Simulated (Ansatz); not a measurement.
# Relaxing an invented Se structure

These are results of Ansatz, DFT PBE, scalar-relativistic, plane waves, PAW, not measurements. Cutoff 420 eV, Gaussian smearing, Γ-centred meshes. Cell and atoms relax first on a coarse mesh and then on a finer one. In between, the cell is made exact in the group found at 0.06 Å. In metals the finer mesh still leaves noise of several meV/atom or more. The steps can't lower the symmetry of their start. No spin polarisation.

Recipe of this trial structure of Se: 4-, 6-connected net of one element (P4/mbm, No. 127). Lengths were set from tabulated atomic sizes, so they are only a guess.

```cif
data_structure
_symmetry_space_group_name_H-M 'P4/mbm'
_symmetry_Int_Tables_number 127
_cell_length_a 6.5277
_cell_length_b 6.5277
_cell_length_c 2.3936
_cell_angle_alpha 90.000
_cell_angle_beta 90.000
_cell_angle_gamma 90.000
_cell_volume 101.99
loop_
_atom_site_label
_atom_site_type_symbol
_atom_site_symmetry_multiplicity
_atom_site_Wyckoff_symbol
_atom_site_fract_x
_atom_site_fract_y
_atom_site_fract_z
_atom_site_occupancy
Se1 Se 4 g 0.17680 0.32320 0.00000 1
Se2 Se 2 a 0.00000 0.00000 0.00000 1
```

Energies count from the standard state of Se at the same level.

Q: Describe the relaxed structure.

A: The symmetry goes from P4/mbm (No. 127) to P4/mmm (No. 123), and the primitive cell from 6 to 3 atoms. The volume per atom grows by 58.8 %, from 17.0 to 27.0 Å³. The shortest distance goes from 2.39 Å (Se–Se) to 2.65 Å (Se–Se). The energy falls by about 0.97 eV/atom (the start's value is from the coarse mesh). The end is written in a standard setting, so origin, axes and order of atoms can differ from the start's. Conventional cell: a = 5.526 Å, c = 2.653 Å. Se on a site of symmetry mmm is surrounded by 4 Se at 2.65–2.76 Å; Se on a site of symmetry 4/mmm has 6 Se at 2.65–2.76 Å.

```cif
data_structure
_symmetry_space_group_name_H-M 'P4/mmm'
_symmetry_Int_Tables_number 123
_cell_length_a 5.5261
_cell_length_b 5.5261
_cell_length_c 2.6527
_cell_angle_alpha 90.000
_cell_angle_beta 90.000
_cell_angle_gamma 90.000
_cell_volume 81.01
loop_
_atom_site_label
_atom_site_type_symbol
_atom_site_symmetry_multiplicity
_atom_site_Wyckoff_symbol
_atom_site_fract_x
_atom_site_fract_y
_atom_site_fract_z
_atom_site_occupancy
Se1 Se 2 f 0.00000 0.50000 0.00000 1
Se2 Se 1 a 0.00000 0.00000 0.00000 1
```

Q: Give its energy and gap.

A:

| Item | Value |
| --- | --- |
| Energy over the standard state | +0.25 eV/atom |
| Gap on the 6×6×14 mesh of the 6-atom cell | 0 eV (a metal) |

It lies above the standard state, so it could only be metastable.

The last run used Gaussian smearing of 0.10 eV. The cell is a metal run without spin; a magnetic state may lie lower. The reference form of Se is held partly by dispersion forces, which this level lacks. Symmetry constrained the relaxation, so the result can be a saddle point.
